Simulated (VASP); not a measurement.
Wanted: the native input for a VASP 6.6.1 run.

```yaml
Task: band structure
Functional: PBE
Potentials_or_basis: VASP PAW PBE potentials, release 64 (Ir)
Cutoff: 520 eV
k_mesh: 10 × 10 × 10
Occupations: methfessel-paxton, width 0.1 eV
Spin: spin-orbit coupling, no magnetisation
Further_INCAR_settings: ALGO = Fast; EDIFF = 1e-07
```

The structure of Ir lies in POSCAR:

```
Ir                                      
1.0
    0.0000000000      1.9172882864      1.9172882864
    1.9172882864      0.0000000000      1.9172882864
    1.9172882864      1.9172882864      0.0000000000
  Ir            
     1
Direct
     0.0000000000000000    0.0000000000000000    0.0000000000000000
```

These files were run (other wordings do the same):

INCAR

```
PREC = Accurate ; ENCUT = 520
EDIFF = 1E-7 ; ISMEAR = 1
SIGMA = 0.1 ; LREAL = False
LASPH = True ; NELM = 80
ALGO = Fast ; ISIF = 2
LWAVE = False ; LCHARG = False
LNONCOLLINEAR = True ; MAGMOM = 0 0 0
LORBIT = 11 ; LSORBIT = True
GGA_COMPAT = False ; LMAXMIX = 4
GGA = PE
```

KPOINTS

```
Automatic mesh
0
Gamma
  10 10 10
```

KPOINTS_OPT

```
explicit points
252
Reciprocal
 0.0000000000  0.0000000000  0.0000000000 1
 0.0357142857  0.0000000000  0.0357142857 1
 0.0714285714  0.0000000000  0.0714285714 1
 0.1071428571  0.0000000000  0.1071428571 1
 0.1428571429  0.0000000000  0.1428571429 1
 0.1785714286  0.0000000000  0.1785714286 1
[... 244 lines left out ...]
 0.4924546700  0.0075453300  0.5000000000 1
 0.5075453300 -0.0075453300  0.5000000000 1
```

Potentials or basis: VASP PAW PBE potentials, release 64 (Ir).

The run is started by

```console
$ cat potpaw_PBE.64/Ir/POTCAR > POTCAR
$ mpirun -np 1 vasp_ncl > vasp.out
```

It gave:

```
Pressure                                              : 12.0 GPa
Valence electrons inside the program's atomic spheres : Ir 8.42
```

It took 44 s on 1 thread of Intel(R) Xeon(R) 6975P-C (Granite Rapids), on a shared host, peak memory 0.18 GiB.
